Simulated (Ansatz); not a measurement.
# Sc2CS2 MXene monolayer in a perpendicular field

Wanted: the out-of-plane response of the Sc2CS2 MXene monolayer. A positive field points along +c.

Program: Ansatz 0.2.0. Level of theory: plane-wave DFT, PBE-D3(BJ), Ansatz PAW. Results are calculated unless marked as measured.

### 1. Set-up

The cell holds 5 atoms: 2 S, 2 Sc and 1 C. Cell: a = 3.226 Å, b = 3.226 Å, c = 43.216 Å, α = 90.0°, β = 90.0°, γ = 120.0°. Vacuum lies along c.

### 2. Relaxation

The starting cell is a guess, so the in-plane lattice and the atoms are relaxed first, with the slab cut off from its images along the normal.

File input.yaml:

```yaml
crystal:
  lattice:
    - [3.22608, 0.0, 0.0]
    - [-1.61304, 2.7938672346, 0.0]
    - [0.0, 0.0, 43.2163980777]
  atoms:
    - { symbol: S, position: [0.3333333333, 0.6666666667, 0.4292352168] }
    - { symbol: Sc, position: [0.6666666667, 0.3333333333, 0.470545319] }
    - { symbol: C, position: [0.0, 0.0, 0.5] }
    - { symbol: Sc, position: [0.3333333333, 0.6666666667, 0.529454681] }
    - { symbol: S, position: [0.6666666667, 0.3333333333, 0.5707647832] }
  periodic: [true, true, false]
kpoints:
  mp_grid: { grid: [12, 12, 1] }
hamiltonian:
  xc: pbe
  dispersion: d3bj
scf:
  occupations: { method: fermi_dirac, width: 0.05 }
  convergence: { dr2_threshold: 1.0e-09 }
relax:
  f_tol: 0.004
  max_steps: 90
  cell: {}
output:
  write_potential: true
  write_density: true
  volumetric_format: npy
```

Run with:

```bash
$ ansatz run input.yaml --threads 2 --pin off --max-ram 3072MiB --backend cpu --events-out ev --progress --plain --runs-dir out
```

Numbers of over 12 decimals in the logs are rounded to 6 here.

What it wrote:

```text
Warning: relax.cell: scf.convergence.dr2_threshold = 1e-9 eV is looser than the 1.92501461973e-10 eV advised for a relaxation that steers and ends on the stress (1e-10 eV for each atom of the cell: 5, times the square of relax.cell.stress_2d_tol = 0.05 N/m over 16.1 Å (the atoms' height at the walk's start and 5 Å past either face), 3.102e-2 GPa, over a crystal's default 0.05). What an SCF threshold leaves in a stress goes as its square root, and in the free energy as the threshold itself, and one threshold admits the most on a small cell: [figures from the program's tests cut] Set scf.convergence.dr2_threshold to 1.92501461973e-10 eV or tighter. [rest of the remark cut]
Engine: ansatz 0.2.0, x86_64-unknown-linux-gnu
Pseudopotentials: kind: paw
Pseudopotential: S, paw, valence charge 6, recommended cutoff 420 eV (normal), S.paw.azcp
Pseudopotential: Sc, paw, valence charge 11, recommended cutoff 420 eV (normal), Sc.paw.azcp
Pseudopotential: C, paw, valence charge 4, recommended cutoff 420 eV (normal), C.paw.azcp
Functional definition: PBE
  parameter kappa = 0.804
  parameter beta = 0.066725
  exchange = pbe_x(kappa = kappa, mu = beta*pi^2/3)
  correlation = pbe_c(beta = beta)
Crystal: 5 atoms, lattice volume = 389.520 Å³
Basis set: ecut = 420 eV, 7741 PW (Γ), exchange–correlation on 48×48×600 points (8 copies of the dense FFT grid, shifted against one another)
Bands: 24, of which v1, the nominal top of the filled ones, is band 19 counted from 1 (18 counted from 0)
Symmetry: 12 space group operations
Space group: P-3m1 (ITA 164), of the structure as read, at distance tolerance 7.3e-5 Å
k-points: 19 of 144
Non-local potential: S, projectors of the file, l = 0: 2, l = 1: 2, l = 2: 2
Non-local potential: Sc, projectors of the file, l = 0: 3, l = 1: 2, l = 2: 3, l = 3: 1
Non-local potential: C, projectors of the file, l = 0: 2, l = 1: 2, l = 2: 1
PAW form: soft (Blöchl's): semilocal exchange-correlation on the pseudo side does not see the compensation charge
PAW one-centre angular grid: S, 110 points (default); XC on 64 Gauss nodes
PAW one-centre angular grid: Sc, 590 points (default); XC on 64 Gauss nodes
PAW one-centre angular grid: C, 110 points (default); XC on 64 Gauss nodes
Initial density: superposition of atomic densities (neutral atoms: chi_scale 0, normalization atom), corrected by the library's trained network
Initial wavefunctions: pseudopotential atomic-orbital guess
Functional: x = pbe(κ = 0.804, μ = 0.219515), c = pbe(β = 0.066725)
SCF iter   1: F=—  HF=-6331.613049 eV  |F-HF|=—  |Δ(HF+E_count)|=         —  Δρ=2.24e-3  dr2=1.62e-1  ethr=1.77e-3  ⟨swp⟩=10.3  Hψ=3181  notcnv=0
preconditioner: auto → LDOS  [metal: Δε(μ)=0.033 eV  Ē_g=7.135 eV  σ=0.050 eV  W_gap=0.16  n_scr=24 (ndim 8)  ℏωp=8.8 eV  f_vac=0.768  D(μ)=3.15/eV (n_scr^D=16)  β→1.0]
SCF iter   2: F=—  HF=-6331.603334 eV  |F-HF|=—  |Δ(HF+E_count)|=   9.71e-3  Δρ=7.73e-4  dr2=1.18e-2  ethr=4.26e-4  ⟨swp⟩=3.2  Hψ=811  notcnv=0  defer=2
SCF iter   3: F=—  HF=-6331.603316 eV  |F-HF|=—  |Δ(HF+E_count)|=   1.81e-5  Δρ=1.66e-4  dr2=3.79e-4  ethr=3.09e-5  ⟨swp⟩=3.2  Hψ=824  notcnv=0  defer=2
SCF iter   4: F=—  HF=-6331.603389 eV  |F-HF|=—  |Δ(HF+E_count)|=   7.30e-5  Δρ=4.50e-5  dr2=1.01e-5  ethr=9.97e-7  ⟨swp⟩=3.1  Hψ=974  notcnv=0  defer=2
SCF iter   5: F=—  HF=-6331.603377 eV  |F-HF|=—  |Δ(HF+E_count)|=   1.28e-5  Δρ=3.70e-5  dr2=8.01e-6  ethr=2.65e-8  ⟨swp⟩=3.3  Hψ=1044  notcnv=0  defer=2
SCF iter   6: F=—  HF=-6331.603376 eV  |F-HF|=—  |Δ(HF+E_count)|=   5.70e-7  Δρ=6.03e-6  dr2=1.16e-7  ethr=2.11e-8  ⟨swp⟩=2.3  Hψ=822  notcnv=0  defer=2
SCF iter   7: F=—  HF=-6331.603238 eV  |F-HF|=—  |Δ(HF+E_count)|=   1.38e-4  Δρ=2.21e-6  dr2=1.82e-8  ethr=3.05e-10  ⟨swp⟩=4.1  Hψ=1282  notcnv=0  defer=2
SCF iter   8: F=—  HF=-6331.603238 eV  |F-HF|=—  |Δ(HF+E_count)|=   2.33e-8  Δρ=4.45e-7  dr2=1.64e-9  ethr=4.79e-11  ⟨swp⟩=2.6  Hψ=863  notcnv=0  defer=2
SCF iter   9: F=-6331.603238 eV  HF=-6331.603238 eV  |F-HF|=3.04e-9  |Δ(HF+E_count)|=   8.63e-9  Δρ=1.50e-7  dr2=5.05e-11  ethr=2.63e-12  ⟨swp⟩=11.7  Hψ=3528  notcnv=0
SCF 1 converged in 9 iterations: F = -6331.603238 eV  dr2 = 5.05e-11
  greatest PAW one-centre occupation: 0.998 electrons in one spin orbital (limit 2), on the Sc atom at site 3 (counted from 0), in its partial waves of l = 0
relax step   1: F+E_penalty+E_count = -6331.60323774 eV  Δ(F+E_penalty+E_count) = +0.000e0 eV  max|allowed force component| = 6.524e-1 eV/Å  Δτ_max = 0.0000 Å  P = +4.396 N/m  Ω = 389.520 Å³  fix = [c, alpha, beta]  reactions: c +0.000 N/m  (9 SCF iters, accepted)
Crystal: 5 atoms, lattice volume = 396.287 Å³
Basis set: ecut = 420 eV, 7897 PW (Γ), exchange–correlation on 48×48×600 points (8 copies of the dense FFT grid, shifted against one another)
Initial density: handed on by an earlier stage of this run
Initial wavefunctions: those handed on with the density
SCF iter   1: F=—  HF=-6331.908524 eV  |F-HF|=—  |Δ(HF+E_count)|=         —  Δρ=1.51e-2  dr2=5.32e0  ethr=3.10e-3  ⟨swp⟩=16.8  Hψ=3092  notcnv=0
preconditioner: auto → LDOS  [metal: Δε(μ)=0.111 eV  Ē_g=7.124 eV  σ=0.050 eV  W_gap=0.48  n_scr=24 (ndim 8)  ℏωp=8.7 eV  f_vac=0.764  D(μ)=2.65/eV (n_scr^D=14)  β→1.0]
SCF iter   2: F=—  HF=-6331.720871 eV  |F-HF|=—  |Δ(HF+E_count)|=   1.88e-1  Δρ=6.15e-3  dr2=9.55e-1  ethr=3.10e-3  ⟨swp⟩=3.3  Hψ=895  notcnv=0  defer=1
SCF iter   3: F=—  HF=-6331.663053 eV  |F-HF|=—  |Δ(HF+E_count)|=   5.78e-2  Δρ=9.15e-4  dr2=1.17e-2  ethr=2.51e-3  ⟨swp⟩=2.1  Hψ=792  notcnv=0  defer=1
SCF iter   4: F=—  HF=-6331.660177 eV  |F-HF|=—  |Δ(HF+E_count)|=   2.88e-3  Δρ=1.69e-4  dr2=1.33e-4  ethr=3.08e-5  ⟨swp⟩=3.4  Hψ=1089  notcnv=0  defer=2
SCF iter   5: F=—  HF=-6331.660253 eV  |F-HF|=—  |Δ(HF+E_count)|=   7.53e-5  Δρ=8.13e-5  dr2=9.05e-5  ethr=3.49e-7  ⟨swp⟩=3.3  Hψ=1014  notcnv=0  defer=1
SCF iter   6: F=—  HF=-6331.660297 eV  |F-HF|=—  |Δ(HF+E_count)|=   4.48e-5  Δρ=3.96e-5  dr2=1.84e-5  ethr=2.38e-7  ⟨swp⟩=3.0  Hψ=861  notcnv=0  defer=1
SCF iter   7: F=—  HF=-6331.660293 eV  |F-HF|=—  |Δ(HF+E_count)|=   3.99e-6  Δρ=1.03e-5  dr2=1.12e-6  ethr=4.85e-8  ⟨swp⟩=2.6  Hψ=663  notcnv=0  defer=1
SCF iter   8: F=—  HF=-6331.660161 eV  |F-HF|=—  |Δ(HF+E_count)|=   1.32e-4  Δρ=1.97e-6  dr2=9.96e-8  ethr=2.94e-9  ⟨swp⟩=3.4  Hψ=934  notcnv=0  defer=1
SCF iter   9: F=-6331.660161 eV  HF=-6331.660161 eV  |F-HF|=7.30e-9  |Δ(HF+E_count)|=   1.94e-8  Δρ=3.82e-7  dr2=3.90e-10  ethr=2.63e-12  ⟨swp⟩=11.7  Hψ=4434  notcnv=0
SCF 2 converged in 9 iterations: F = -6331.660161 eV  dr2 = 3.90e-10
[...]
relax step   5: F+E_penalty+E_count = -6331.74333755 eV  Δ(F+E_penalty+E_count) = -4.220e-2 eV  max|allowed force component| = 7.999e-2 eV/Å  Δτ_max = 0.1109 Å  P = +0.790 N/m  Ω = 424.705 Å³  energy of the carried Pulay correction = -3.290e-3 eV  fix = [c, alpha, beta]  reactions: c +0.000 N/m  (9 SCF iters, accepted)
relax step   6: F+E_penalty+E_count = -6331.72824447 eV  Δ(F+E_penalty+E_count) = +1.509e-2 eV  max|allowed force component| = 6.847e-1 eV/Å  Δτ_max = 0.1951 Å  P = +1.101 N/m  Ω = 455.052 Å³  energy of the carried Pulay correction = -5.909e-3 eV  fix = [c, alpha, beta]  (10 SCF iters, rejected (line search))
relax step   7: F+E_penalty+E_count = -6331.76264338 eV  Δ(F+E_penalty+E_count) = -1.931e-2 eV  max|allowed force component| = 9.475e-2 eV/Å  Δτ_max = 0.0593 Å  P = +0.346 N/m  Ω = 436.345 Å³  energy of the carried Pulay correction = -4.317e-3 eV  fix = [c, alpha, beta]  reactions: c +0.000 N/m  (9 SCF iters, accepted)
relax step   8: F+E_penalty+E_count = -6331.77224765 eV  Δ(F+E_penalty+E_count) = -9.604e-3 eV  max|allowed force component| = 5.286e-2 eV/Å  Δτ_max = 0.0756 Å  P = +0.470 N/m  Ω = 446.384 Å³  energy of the carried Pulay correction = -5.180e-3 eV  fix = [c, alpha, beta]  reactions: c +0.000 N/m  (9 SCF iters, accepted)
relax step   9: F+E_penalty+E_count = -6331.77293792 eV  Δ(F+E_penalty+E_count) = -6.903e-4 eV  max|allowed force component| = 1.557e-2 eV/Å  Δτ_max = 0.0047 Å  P = +0.073 N/m  Ω = 447.898 Å³  energy of the carried Pulay correction = -5.308e-3 eV  fix = [c, alpha, beta]  reactions: c +0.000 N/m  (8 SCF iters, accepted)
relax step  10: F+E_penalty+E_count = -6331.77295282 eV  Δ(F+E_penalty+E_count) = -1.490e-5 eV  max|allowed force component| = 3.297e-3 eV/Å  Δτ_max = 0.0007 Å  P = +0.012 N/m  Ω = 448.040 Å³  energy of the carried Pulay correction = -5.320e-3 eV  fix = [c, alpha, beta]  reactions: c +0.000 N/m  (6 SCF iters, accepted)
relax step  11: F+E_penalty+E_count = -6331.78321757 eV  Δ(F+E_penalty+E_count) = -1.026e-2 eV  max|allowed force component| = 3.392e-3 eV/Å  Δτ_max = 0.0000 Å  P = +0.155 N/m  Ω = 448.040 Å³  fix = [c, alpha, beta]  reactions: c +0.000 N/m  stress off target by 1.55e-1 N/m on what of the cell is left free  SCF on the basis re-selected at this cell (its energy is not comparable with the rows above)  (6 SCF iters)
relax step  12: F+E_penalty+E_count = -6331.78326183 eV  Δ(F+E_penalty+E_count) = -4.426e-5 eV  max|allowed force component| = 8.956e-3 eV/Å  Δτ_max = 0.0055 Å  P = +0.006 N/m  Ω = 449.529 Å³  energy of the carried Pulay correction = -1.261e-4 eV  fix = [c, alpha, beta]  reactions: c +0.000 N/m  (7 SCF iters, accepted)
relax step  13: F+E_penalty+E_count = -6331.78326352 eV  Δ(F+E_penalty+E_count) = -1.692e-6 eV  max|allowed force component| = 1.174e-3 eV/Å  Δτ_max = 0.0011 Å  P = +0.001 N/m  Ω = 449.597 Å³  energy of the carried Pulay correction = -1.320e-4 eV  fix = [c, alpha, beta]  reactions: c +0.000 N/m  (6 SCF iters, accepted)
iter 1 solved again at ethr=7.30e-8 eV; its pass at ethr=3.10e-3 eV (dr2=2.77e-5 eV) is discarded
SCF iter   1: F=—  HF=-6331.783527 eV  |F-HF|=—  |Δ(HF+E_count)|=         —  Δρ=4.37e-6  dr2=2.85e-8  ethr=7.30e-8  ⟨swp⟩=5.9  Hψ=5025  notcnv=0
preconditioner: auto → LDOS  [metal: Δε(μ)=0.027 eV  Ē_g=7.013 eV  σ=0.050 eV  W_gap=0.13  n_scr=24 (ndim 8)  ℏωp=8.2 eV  f_vac=0.782  D(μ)=3.49/eV (n_scr^D=16)  β→1.0]
SCF iter   2: F=—  HF=-6331.783409 eV  |F-HF|=—  |Δ(HF+E_count)|=   1.18e-4  Δρ=7.33e-7  dr2=2.56e-9  ethr=7.50e-11  ⟨swp⟩=4.4  Hψ=1359  notcnv=0
SCF iter   3: F=-6331.783409 eV  HF=-6331.783409 eV  |F-HF|=2.32e-8  |Δ(HF+E_count)|=   6.55e-9  Δρ=3.12e-7  dr2=6.43e-10  ethr=2.63e-12  ⟨swp⟩=17.1  Hψ=4167  notcnv=0
SCF 14 converged in 3 iterations: F = -6331.783409 eV  dr2 = 6.43e-10
relax step  14: F+E_penalty+E_count = -6331.78340893 eV  Δ(F+E_penalty+E_count) = -1.454e-4 eV  max|allowed force component| = 1.183e-3 eV/Å  Δτ_max = 0.0000 Å  P = +0.001 N/m  Ω = 449.597 Å³  fix = [c, alpha, beta]  reactions: c +0.000 N/m  stress off target by 1.25e-3 N/m on what of the cell is left free  SCF on the basis re-selected at this cell (its energy is not comparable with the rows above)  (3 SCF iters)
basis re-selected at this cell: Δ(F+E_penalty+E_count) = -1.454e-4 eV, ΔP = +0.000 N/m vs the last step (what re-selecting the basis moved, of the pressure what is left beyond the Pulay correction that the steps carried, after the strain that the cell walked since its last selection, with what the two solves' SCF thresholds leave and, on support functions, any second-order correction that the steps lacked; it is no m [...]
WARN: The input density's exchange-correlation potential varies sharply where the density is thin. Do not read a vacuum level from v_tot or v_xc, or from such a field of the output density. On a cell that repeats whose density bears no net charge and no dipole along the vacuum's axis use v_es (v_loc + v_h of the components); under efield.dipole_correction with no amplitude use v_es + v_field, which holds any external [...]
SCF converged after 3 iterations
Free energy (F): -6331.783409 eV
Harris-Foulkes:  -6331.783409 eV  (|F-HF|=2.32e-8)
Internal energy: -6331.754272 eV  (E = F + TS)
E sigma→0 (E₀):  -6331.768840 eV
Entropy (-TS):   -0.029137 eV (-5.827 meV/atom)
Fermi energy:    -6.842042 eV
--- Per-component energies (eV) ---
  E_band       = -851.064417
  E_kinetic    = 824.113811
  E_local      = -109578.926342  (includes V_loc(G=0)·N_el)
  E_nonlocal   = 245.932609
  E_hartree    = 54199.027310
  E_xc         = -452.363005
  E_vxc        = -494.550548  (∫ρ·V_xc dr)
  E_paw        = -3208.756408  (= ΣΔE_a)
  E_vpaw       = -245.691575  (= ΣTr[D̂ρ^β])
  E_aug_tail   = 0.000026  (compensation charges beyond the density's cutoff)
  E_ewald      = 51640.564779
  E_disp       = -1.347052  (pairwise vdW)
  E_smearing   = -0.029137  (= −TS)
  E_closure    = -0.000000  (closes the sum)
  Σ components = -6331.783409   (vs F -6331.783409, Δ=0.00e0)
--- Forces (eV/Å), atoms counted from 1 ---
  atom   1  S      0.00000000     0.00000000     0.00010637
  atom   2  Sc     0.00000000     0.00000000    -0.00118251
  atom   3  C      0.00000000     0.00000000     0.00000000
  atom   4  Sc     0.00000000    -0.00000000     0.00118251
  atom   5  S      0.00000000    -0.00000000    -0.00010637
  max |Σ_I F_I| component: 1.88e-17 eV/Å
--- 2D stress c σ (N/m, compression-positive) ---
        0.001253       0.000000      -0.000000
       -0.000000       0.001253      -0.000000
       -0.000000      -0.000000       0.000000
  P = ½ c Tr σ = 0.0013 N/m
--- Band table (eV; the first three rows and the last of 19) ---
  k-point 0: bands = [... 15 lower, -7.0131, -7.0131, -6.1793, -5.4773, -5.4773, -3.7224, -3.7224, -3.3916, ... 1 higher]
  k-point 1: bands = [... 15 lower, -7.4196, -7.0392, -6.0341, -5.9853, -5.6953, -3.7595, -3.5149, -3.2548, ... 1 higher]
  k-point 2: bands = [... 15 lower, -7.6056, -7.1195, -6.9447, -6.0989, -6.0825, -4.0640, -3.1740, -2.9068, ... 1 higher]
  k-point 18: bands = [... 15 lower, -8.2647, -8.2647, -7.6070, -7.6070, -7.4070, -2.8234, -2.8234, -2.7843, ... 1 higher]
  the weakly bound empty levels are not read free of the cell's end (no_gap_told)
--- Relaxed structure (12 steps of the walk, 11 accepted, 2 SCFs on fresh bases) ---
  F+E_penalty+E_count = -6331.78340893 eV   max|allowed force component| = 1.183e-3 eV/Å   (the final SCF, on the basis selected at the relaxed cell)
  cell:  # Å, volume = 449.5971 Å³
    - [3.465949, 0.0, 0]
    - [-1.732974, 3.001600, 0]
    - [0, 0, 43.2163980777]
  atoms:
    - { symbol: S, position: [0.333333, 0.666667, 0.435227] }
    - { symbol: Sc, position: [0.666667, 0.333333, 0.469145] }
    - { symbol: C, position: [0, 0, 0.5] }
    - { symbol: Sc, position: [0.333333, 0.666667, 0.530855] }
    - { symbol: S, position: [0.666667, 0.333333, 0.564773] }
```

Run time: 37 s. Hardware: 2 threads of AMD EPYC 9R45, shared host; peak memory 0.8 GiB.

Relaxation path:

```
step  energy less that of the first step (eV)  largest force component (eV/Å)  volume (Å³)
   1                                   0.0000                          0.6524       389.52
   2                                  -0.0569                          0.2700       396.29
   3                                  -0.0863                          0.2254       405.82
   4                                  -0.0979                          0.2334       410.20
   5                                  -0.1401                          0.0800       424.71
   6                                  -0.1250                          0.6847       455.05
   7                                  -0.1594                          0.0947       436.34
   8                                  -0.1690                          0.0529       446.38
   9                                  -0.1697                          0.0156       447.90
  10                                  -0.1697                          0.0033       448.04
 11*                                  -0.1800                          0.0034       448.04
  12                                  -0.1800                          0.0090       449.53
  13                                  -0.1800                          0.0012       449.60
 14*                                  -0.1802                          0.0012       449.60
```

Relaxation steps marked * repeat the geometry before them on a plane-wave basis chosen anew for their cell, so energy and pressure can jump there. Relaxation step 6 was tried and not accepted.

Forces are held to the 12 operations that the run works with; a distortion that breaks them can't arise in this run.

```
cell as run  before  after  change
      a (Å)   3.226  3.466  +7.4 %
      b (Å)   3.226  3.466  +7.4 %
```

The atoms that moved most (Å, along periodic axes as changes of fractional coordinates times the final cell, across vacuum about the mean position):

```
atom     dx     dy      dz  length
  S1  0.000  0.000   0.259   0.259
  S5  0.000  0.000  -0.259   0.259
 Sc4  0.000  0.000   0.061   0.061
 Sc2  0.000  0.000  -0.061   0.061
```

The relaxed structure:

```xyz
5
Lattice="3.4659 0.0000 0.0000 -1.7330 3.0016 0.0000 0.0000 0.0000 43.2164" Properties=species:S:1:pos:R:3
S     0.0000    2.0011   18.8090
Sc    1.7330    1.0005   20.2748
C     0.0000    0.0000   21.6082
Sc    0.0000    2.0011   22.9416
S     1.7330    1.0005   24.4074
```

This step gave:

```yaml
energy_at_zero_smearing: -6331.7688 eV
```

The lattice constant a goes from 3.226 to 3.466 Å.

(Part 1 of 2 ends here.)

[Logs are printed without paths, hosts, clocks, repeated set-up lines and the standing remarks that a program may print on its own settings, such as how far it seeks lower states.]

[Hosts, paths, dates, database ids (printed as entryN), source tags and the programs' standing remarks are cut or masked in the printed files.]

[Maps of the electrostatic potential energy from Ansatz leave out the sawtooth potential of an applied field or a dipole correction, so their vacuum need not be flat; planar profiles and work functions include it.]
